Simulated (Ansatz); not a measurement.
# Si2W (I4/mmm) in Ansatz: settings compared

The runs below take Si2W through relaxation of cell and atoms, with PBE+D3(BJ), PBE+D4.

All numbers are computed with Ansatz 0.2.0; they aren't measurements. Logs are shortened: lines on timing, memory, paths and dates and some standing lists are left out, and cuts for length are marked.

## (1) Starting point

The structure is tetragonal, space group I4/mmm (No. 139). The conventional cell has a = 3.214 Å, b = 3.214 Å, c = 7.830 Å, α = 90.00°, β = 90.00°, γ = 90.00°. W (site symmetry 4/mmm) has 10 Si at 2.62 Å as nearest neighbours. Around Si (site symmetry 4mm) lie 5 Si at 2.59 to 2.63 Å and 5 W at 2.62 Å.

## (2) Relaxation of cell and atoms, PBE+D3(BJ)

input.yaml reads:

```yaml
crystal:
  lattice:
    - [-1.6069, 1.6069, 3.91495]
    - [1.6069, -1.6069, 3.91495]
    - [1.6069, 1.6069, -3.91495]
  atoms:
    - { symbol: W, position: [0.0, 0.0, 0.0] }
    - { symbol: Si, position: [0.6653, 0.6653, 0.0] }
    - { symbol: Si, position: [0.3347, 0.3347, 0.0] }
hamiltonian:
  xc: pbe
  pseudopotentials: { kind: paw }
  dispersion: d3bj
kpoints:
  mp_grid: { grid: [12, 12, 12] }
scf:
  occupations: { method: fermi_dirac, width: 0.05 }
output:
  forces: true
  stress: true
relax:
  f_tol: 0.01
  max_steps: 40
  cell: { stress_tol: 0.05 }
```

Potentials or basis: Ansatz PAW.

Started as:

```console
$ ansatz run input.yaml --threads 2 --pin off --max-ram 5632MiB --backend cpu --events-out ev --progress --plain --runs-dir out
```

Output:

```text
Warning: RAYON_NUM_THREADS=2 ignored (pool sized by the plan → 2); use --threads N
Engine: ansatz 0.2.0, x86_64-unknown-linux-gnu
Pseudopotentials: kind: paw
Pseudopotential: W, paw, valence charge 14, recommended cutoff 420 eV (normal), W.paw.azcp
Pseudopotential: Si, paw, valence charge 4, recommended cutoff 420 eV (normal), Si.paw.azcp
Functional definition: PBE
  parameter kappa = 0.804
  parameter beta = 0.06672455060314922
  exchange = pbe_x(kappa = kappa, mu = beta*pi^2/3)
  correlation = pbe_c(beta = beta)
Crystal: 3 atoms, lattice volume = 40.436 Å³
Basis set: ecut = 420 eV, 793 PW (Γ), exchange–correlation on 64×64×64 points (8 copies of the dense FFT grid, shifted against one another)
Bands: 15, of which v1, the nominal top of the filled ones, is band 11 counted from 1 (10 counted from 0)
Symmetry: 16 space group operations
Space group: I4/mmm (ITA 139), of the structure as read, at distance tolerance 3.4e-5 Å
k-points: 163 of 1728
Non-local potential: W, projectors of the file, l = 0: 3, l = 1: 2, l = 2: 2, l = 3: 1
Non-local potential: Si, projectors of the file, l = 0: 2, l = 1: 2, l = 2: 2
PAW form: soft (Blöchl's): semilocal exchange-correlation on the pseudo side does not see the compensation charge
PAW one-centre angular grid: W, 590 points (default); XC on 64 Gauss nodes
PAW one-centre angular grid: Si, 110 points (default); XC on 64 Gauss nodes
Initial density: superposition of atomic densities (neutral atoms: chi_scale 0, normalization atom), corrected by the library's trained network
Initial wavefunctions: pseudopotential atomic-orbital guess
Functional: x = pbe(κ = 0.804, μ = 0.2195149727645171), c = pbe(β = 0.06672455060314922)
SCF iter   1: F=—  HF=-11659.172725 eV  |F-HF|=—  |Δ(HF+E_count)|=         —  Δρ=3.52e-3  dr2=2.18e-3  ethr=1.77e-3  ⟨swp⟩=5.4  Hψ=14281  notcnv=0
preconditioner: auto → Kerker (q_TF=auto, 2.465 Å⁻¹)  [metal: Δε(μ)=0.064 eV  Ē_g=8.125 eV  σ=0.050 eV  W_gap=0.30  n_scr=10 (ndim 8)  ℏωp=21.8 eV  f_vac=0.000  D(μ)=0.22/eV (n_scr^D=0)]
SCF iter   2: F=—  HF=-11659.173014 eV  |F-HF|=—  |Δ(HF+E_count)|=   2.88e-4  Δρ=2.02e-3  dr2=8.57e-4  ethr=9.90e-6  ⟨swp⟩=1.0  Hψ=3753  notcnv=0
SCF iter   3: F=—  HF=-11659.173096 eV  |F-HF|=—  |Δ(HF+E_count)|=   8.27e-5  Δρ=1.95e-4  dr2=1.79e-5  ethr=3.90e-6  ⟨swp⟩=2.4  Hψ=3438  notcnv=0
SCF iter   4: F=—  HF=-11659.173100 eV  |F-HF|=—  |Δ(HF+E_count)|=   4.23e-6  Δρ=8.11e-5  dr2=1.91e-6  ethr=8.12e-8  ⟨swp⟩=2.3  Hψ=3438  notcnv=0
SCF iter   5: F=—  HF=-11659.173100 eV  |F-HF|=—  |Δ(HF+E_count)|=   9.22e-8  Δρ=1.37e-5  dr2=1.01e-7  ethr=8.66e-9  ⟨swp⟩=2.2  Hψ=3452  notcnv=0
SCF iter   6: F=-11659.173100 eV  HF=-11659.173100 eV  |F-HF|=1.30e-9  |Δ(HF+E_count)|=   9.92e-9  Δρ=2.70e-6  dr2=3.14e-9  ethr=4.55e-10  ⟨swp⟩=4.0  Hψ=7653  notcnv=0
SCF 1 converged in 6 iterations: F = -11659.173100 eV  dr2 = 3.14e-9
relax step   1: F+E_penalty+E_count = -11659.17310039 eV  Δ(F+E_penalty+E_count) = +0.000e0 eV  max|allowed force component| = 6.683e-2 eV/Å  Δτ_max = 0.0000 Å  P = -3.751 GPa  Ω = 40.436 Å³  (6 SCF iters, dr2 threshold 1.00e-7 eV, accepted)
Crystal: 3 atoms, lattice volume = 39.498 Å³
Basis set: ecut = 420 eV, 769 PW (Γ), exchange–correlation on 64×64×64 points (8 copies of the dense FFT grid, shifted against one another)
Initial density: handed on by an earlier stage of this run
Initial wavefunctions: those handed on with the density
iter 1 solved again at ethr=1.52e-6 eV; its pass at ethr=3.10e-3 eV (dr2=3.35e-4 eV) is discarded
SCF iter   1: F=—  HF=-11659.180563 eV  |F-HF|=—  |Δ(HF+E_count)|=         —  Δρ=9.71e-4  dr2=3.97e-4  ethr=1.52e-6  ⟨swp⟩=2.5  Hψ=16027  notcnv=0
preconditioner: auto → Kerker (q_TF=auto, 2.475 Å⁻¹)  [metal: Δε(μ)=0.061 eV  Ē_g=8.286 eV  σ=0.050 eV  W_gap=0.28  n_scr=10 (ndim 8)  ℏωp=22.1 eV  f_vac=0.000  D(μ)=0.20/eV (n_scr^D=0)]
SCF iter   2: F=—  HF=-11659.180451 eV  |F-HF|=—  |Δ(HF+E_count)|=   1.12e-4  Δρ=5.46e-4  dr2=9.95e-5  ethr=1.52e-6  ⟨swp⟩=1.6  Hψ=2885  notcnv=0
SCF iter   3: F=—  HF=-11659.180420 eV  |F-HF|=—  |Δ(HF+E_count)|=   3.12e-5  Δρ=1.22e-4  dr2=5.28e-6  ethr=4.52e-7  ⟨swp⟩=2.1  Hψ=3499  notcnv=0
SCF iter   4: F=-11659.180419 eV  HF=-11659.180419 eV  |F-HF|=8.32e-8  |Δ(HF+E_count)|=   8.04e-7  Δρ=2.04e-5  dr2=1.55e-7  ethr=1.36e-9  ⟨swp⟩=3.3  Hψ=9577  notcnv=0
SCF 2 converged in 4 iterations: F = -11659.180419 eV  dr2 = 1.55e-7
relax step   2: F+E_penalty+E_count = -11659.18041893 eV  Δ(F+E_penalty+E_count) = -7.319e-3 eV  max|allowed force component| = 5.846e-2 eV/Å  Δτ_max = 0.0034 Å  P = +1.516 GPa  Ω = 39.498 Å³  energy of the carried Pulay correction = +2.909e-4 eV  (4 SCF iters, dr2 threshold 3.00e-7 eV, accepted)
Crystal: 3 atoms, lattice volume = 39.758 Å³
iter 1 solved again at ethr=5.34e-7 eV; its pass at ethr=3.10e-3 eV (dr2=1.18e-4 eV) is discarded
SCF iter   1: F=—  HF=-11659.181968 eV  |F-HF|=—  |Δ(HF+E_count)|=         —  Δρ=4.46e-4  dr2=1.43e-4  ethr=5.34e-7  ⟨swp⟩=2.0  Hψ=14879  notcnv=0
preconditioner: auto → Kerker (q_TF=auto, 2.472 Å⁻¹)  [metal: Δε(μ)=0.053 eV  Ē_g=8.243 eV  σ=0.050 eV  W_gap=0.25  n_scr=10 (ndim 8)  ℏωp=22.0 eV  f_vac=0.000  D(μ)=0.20/eV (n_scr^D=0)]
SCF iter   2: F=—  HF=-11659.181943 eV  |F-HF|=—  |Δ(HF+E_count)|=   2.44e-5  Δρ=2.34e-4  dr2=3.70e-5  ethr=5.34e-7  ⟨swp⟩=1.7  Hψ=2839  notcnv=0
SCF iter   3: F=—  HF=-11659.181930 eV  |F-HF|=—  |Δ(HF+E_count)|=   1.34e-5  Δρ=5.21e-5  dr2=2.30e-6  ethr=1.68e-7  ⟨swp⟩=2.5  Hψ=3467  notcnv=0
SCF iter   4: F=-11659.181929 eV  HF=-11659.181929 eV  |F-HF|=2.49e-8  |Δ(HF+E_count)|=   7.04e-7  Δρ=1.12e-5  dr2=4.49e-8  ethr=1.36e-9  ⟨swp⟩=5.0  Hψ=8566  notcnv=0
SCF 3 converged in 4 iterations: F = -11659.181929 eV  dr2 = 4.49e-8
relax step   3: F+E_penalty+E_count = -11659.18192911 eV  Δ(F+E_penalty+E_count) = -1.510e-3 eV  max|allowed force component| = 2.110e-2 eV/Å  Δτ_max = 0.0009 Å  P = -0.019 GPa  Ω = 39.758 Å³  energy of the carried Pulay correction = +2.096e-4 eV  (4 SCF iters, dr2 threshold 3.00e-7 eV, accepted)
Crystal: 3 atoms, lattice volume = 39.754 Å³
iter 1 solved again at ethr=9.44e-9 eV; its pass at ethr=3.10e-3 eV (dr2=2.08e-6 eV) is discarded
SCF iter   1: F=—  HF=-11659.181943 eV  |F-HF|=—  |Δ(HF+E_count)|=         —  Δρ=5.43e-5  dr2=2.11e-6  ethr=9.44e-9  ⟨swp⟩=2.2  Hψ=13850  notcnv=0
preconditioner: auto → Kerker (q_TF=auto, 2.472 Å⁻¹)  [metal: Δε(μ)=0.054 eV  Ē_g=8.243 eV  σ=0.050 eV  W_gap=0.25  n_scr=10 (ndim 8)  ℏωp=22.0 eV  f_vac=0.000  D(μ)=0.20/eV (n_scr^D=0)]
SCF iter   2: F=—  HF=-11659.181950 eV  |F-HF|=—  |Δ(HF+E_count)|=   6.79e-6  Δρ=3.18e-5  dr2=7.11e-7  ethr=9.44e-9  ⟨swp⟩=1.0  Hψ=2453  notcnv=0
SCF iter   3: F=—  HF=-11659.181950 eV  |F-HF|=—  |Δ(HF+E_count)|=   2.24e-7  Δρ=5.47e-6  dr2=2.93e-8  ethr=3.23e-9  ⟨swp⟩=2.1  Hψ=3332  notcnv=0
SCF iter   4: F=-11659.181950 eV  HF=-11659.181950 eV  |F-HF|=1.69e-10  |Δ(HF+E_count)|=   8.74e-9  Δρ=1.45e-6  dr2=5.68e-10  ethr=1.27e-10  ⟨swp⟩=4.2  Hψ=7803  notcnv=0
SCF 4 converged in 4 iterations: F = -11659.181950 eV  dr2 = 5.68e-10
relax step   4: F+E_penalty+E_count = -11659.18194996 eV  Δ(F+E_penalty+E_count) = -2.085e-5 eV  max|allowed force component| = 6.650e-3 eV/Å  Δτ_max = 0.0007 Å  P = -0.010 GPa  Ω = 39.754 Å³  energy of the carried Pulay correction = +2.109e-4 eV  (4 SCF iters, dr2 threshold 2.78e-8 eV, accepted)
Initial wavefunctions: pseudopotential atomic-orbital guess (no wavefunctions were taken with the density)
iter 1 solved again at ethr=1.34e-8 eV; its pass at ethr=3.10e-3 eV (dr2=2.94e-6 eV) is discarded
SCF iter   1: F=—  HF=-11659.181740 eV  |F-HF|=—  |Δ(HF+E_count)|=         —  Δρ=3.15e-5  dr2=5.43e-8  ethr=1.34e-8  ⟨swp⟩=3.1  Hψ=21338  notcnv=0
SCF iter   2: F=—  HF=-11659.181747 eV  |F-HF|=—  |Δ(HF+E_count)|=   7.04e-6  Δρ=1.66e-5  dr2=1.47e-8  ethr=2.47e-10  ⟨swp⟩=2.4  Hψ=4095  notcnv=0
SCF iter   3: F=—  HF=-11659.181747 eV  |F-HF|=—  |Δ(HF+E_count)|=   1.16e-8  Δρ=7.86e-7  dr2=6.87e-11  ethr=6.70e-11  ⟨swp⟩=2.7  Hψ=3878  notcnv=0
SCF iter   4: F=-11659.181747 eV  HF=-11659.181747 eV  |F-HF|=1.09e-11  |Δ(HF+E_count)|=  1.82e-11  Δρ=1.62e-7  dr2=1.07e-11  ethr=1.00e-12  ⟨swp⟩=6.0  Hψ=10555  notcnv=0
SCF 5 converged in 4 iterations: F = -11659.181747 eV  dr2 = 1.07e-11
relax step   5: F+E_penalty+E_count = -11659.18174686 eV  Δ(F+E_penalty+E_count) = +2.031e-4 eV  max|allowed force component| = 6.684e-3 eV/Å  Δτ_max = 0.0000 Å  P = -0.014 GPa  Ω = 39.754 Å³  stress off target by 1.98e-2 GPa  SCF on the basis re-selected at this cell (its energy is not comparable with the rows above)  (4 SCF iters)
basis re-selected at this cell: Δ(F+E_penalty+E_count) = +2.031e-4 eV, ΔP = -0.005 GPa vs the last step (what re-selecting the basis moved, of the pressure what is left beyond the Pulay correction that the steps carried, after the strain that the cell walked since its last selection, with what the two solves' SCF thresholds leave and, on support functions, any second-order correction that the steps lacked; it is no measure of the basis error at this ecutwfc). This SCF's stress stands 1.98e-2 GPa from its target on what of the cell is left free (relax.cell.stress_tol is 5.00e-2 GPa) and its largest allowed force component is 6.68e-3 eV/Å (relax.f_tol is 1.00e-2 eV/Å): within both
SCF converged after 4 iterations
Free energy (F): -11659.181747 eV
Harris-Foulkes:  -11659.181747 eV  (|F-HF|=1.09e-11)
Internal energy: -11659.179956 eV  (E = F + TS)
E sigma→0 (E₀):  -11659.180851 eV
Entropy (-TS):   -0.001791 eV (-0.597 meV/atom)
Fermi energy:    17.107659 eV
--- Per-component energies (eV) ---
  E_band       = -73.620743
  E_kinetic    = 543.274476
  E_local      = -934.718503  (includes V_loc(G=0)·N_el)
  E_nonlocal   = 50.939177
  E_hartree    = 368.631427
  E_xc         = -382.710660
  E_vxc        = -339.621402  (∫ρ·V_xc dr)
  E_paw        = -9588.500797  (= ΣΔE_a)
  E_vpaw       = -130.757202  (= ΣTr[D̂ρ^β])
  E_aug_tail   = -0.000052  (compensation charges beyond the density's cutoff)
  E_ewald      = -1714.347265
  E_disp       = -1.747758  (pairwise vdW)
  E_smearing   = -0.001791  (= −TS)
  E_closure    = 0.000000  (closes the sum)
  Σ components = -11659.181747   (vs F -11659.181747, Δ=0.00e0)
--- Forces (eV/Å), atoms counted from 1 ---
  atom   1  W     -0.00000000    -0.00000000     0.00000000
  atom   2  Si     0.00000000     0.00000000     0.00668421
  atom   3  Si     0.00000000    -0.00000000    -0.00668421
  max |Σ_I F_I| component: 8.67e-19 eV/Å
--- Stress (GPa, compression-positive) ---
       -0.011436       0.000000      -0.000000
        0.000000      -0.011436       0.000000
        0.000000      -0.000000      -0.019834
  P = ⅓ Tr σ = -0.0142 GPa (-0.142 kbar)
--- Relaxed structure (4 steps of the walk, 4 accepted, 1 SCFs on fresh bases) ---
  F+E_penalty+E_count = -11659.18174686 eV   max|allowed force component| = 6.684e-3 eV/Å   (the final SCF, on the basis selected at the relaxed cell)
  cell:  # Å, volume = 39.7539 Å³
    - [-1.5963548420170044, 1.5963548420170044, 3.8999617534456994]
    - [1.5963548420170044, -1.5963548420170044, 3.8999617534456994]
    - [1.5963548420170044, 1.5963548420170044, -3.8999617534456994]
  atoms:
    - { symbol: W, position: [-1.384694788548391e-20, -1.3846947885483762e-20, 1.4591570094219862e-34] }
    - { symbol: Si, position: [0.6659362987288168, 0.6659362987288168, -7.798304161627383e-35] }
    - { symbol: Si, position: [0.33406370127118323, 0.33406370127118323, -7.653327057884556e-35] }
```

It took 7.7 s on 2 threads of Intel Xeon Platinum 8488C (Sapphire Rapids), shared host; peak memory 0.48 GiB.

What came out:

| Property | Result |
| --- | --- |
| Free energy | -11659.1817 eV |
| Relaxed volume | 13.25 Å³/atom |
| Relaxed cell | a = 4.506 Å, b = 4.506 Å, c = 4.506 Å, α = 138.50°, β = 138.50°, γ = 60.13° |
| Space group after relaxing (to 0.05 Å) | I4/mmm (No. 139) |
| Energy gained by relaxing | 2.9 meV/atom |
| Ionic steps | 5 |
| Pressure after relaxing | 0.0 GPa |
| Largest force after relaxing | 0.007 eV/Å |

Forces on the atoms (eV/Å):
```
W    0.000  0.000  0.000
Si   0.000  0.000  0.007
Si   0.000  0.000 -0.007
```

Step by step:
| step | energy change (eV) | largest force (eV/Å) | volume (Å³) |
| --- | --- | --- | --- |
| 1 | 0.0000 | 0.0668 | 40.44 |
| 2 | -0.0073 | 0.0585 | 39.50 |
| 3 | -0.0088 | 0.0211 | 39.76 |
| 4 | -0.0089 | 0.0066 | 39.75 |
| 5 | -0.0086 | 0.0067 | 39.75 |

Final structure:
```
W Si
1.0
    -1.59635    1.59635    3.89996
     1.59635   -1.59635    3.89996
     1.59635    1.59635   -3.89996
W Si
1 2
Direct
  0.00000 0.00000 0.00000
  0.66594 0.66594 0.00000
  0.33406 0.33406 0.00000
```

Caveat: the plane-wave basis is chosen anew once the cell has moved, so the energies of steps on either side of that aren't comparable.

## (3) Relaxation of cell and atoms, PBE+D4

Changes to input.yaml since step 2:

```diff
@@ -12,3 +12,3 @@
   pseudopotentials: { kind: paw }
-  dispersion: d3bj
+  dispersion: d4
 kpoints:
```

Potentials or basis: Ansatz PAW.

Started as:

```console
$ ansatz run input.yaml --threads 2 --pin off --max-ram 5632MiB --backend cpu --events-out ev --progress --plain --runs-dir out
```

It took 8.4 s on 2 threads of Intel Xeon Platinum 8488C (Sapphire Rapids), shared host; peak memory 0.48 GiB.

Results (log left out):

```
Free energy                            : -11659.1789 eV
Relaxed volume                         : 13.30 Å³/atom
Relaxed cell                           : a = 4.512 Å, b = 4.512 Å, c = 4.512 Å, α = 138.50°, β = 138.50°, γ = 60.14°
Space group after relaxing (to 0.05 Å) : I4/mmm (No. 139)
Energy gained by relaxing              : 1.8 meV/atom
Ionic steps                            : 5
Pressure after relaxing                : 0.0 GPa
Largest force after relaxing           : 0.006 eV/Å
```

Forces on the atoms (eV/Å):
```
W    0.000  0.000  0.000
Si   0.000  0.000  0.006
Si   0.000  0.000 -0.006
```

Step by step:
| step | energy change (eV) | largest force (eV/Å) | volume (Å³) |
| --- | --- | --- | --- |
| 1 | 0.0000 | 0.0679 | 40.44 |
| 2 | -0.0046 | 0.0480 | 39.70 |
| 3 | -0.0055 | 0.0189 | 39.91 |
| 4 | -0.0055 | 0.0060 | 39.91 |
| 5 | -0.0054 | 0.0060 | 39.91 |

Final structure:
```
W Si
1.0
    -1.59850    1.59850    3.90435
     1.59850   -1.59850    3.90435
     1.59850    1.59850   -3.90435
W Si
1 2
Direct
  0.00000 0.00000 0.00000
  0.66589 0.66589 0.00000
  0.33411 0.33411 0.00000
```

Caveat: the plane-wave basis is chosen anew once the cell has moved, so the energies of steps on either side of that aren't comparable. Spin-orbit coupling is left out, which matters for the levels of W.
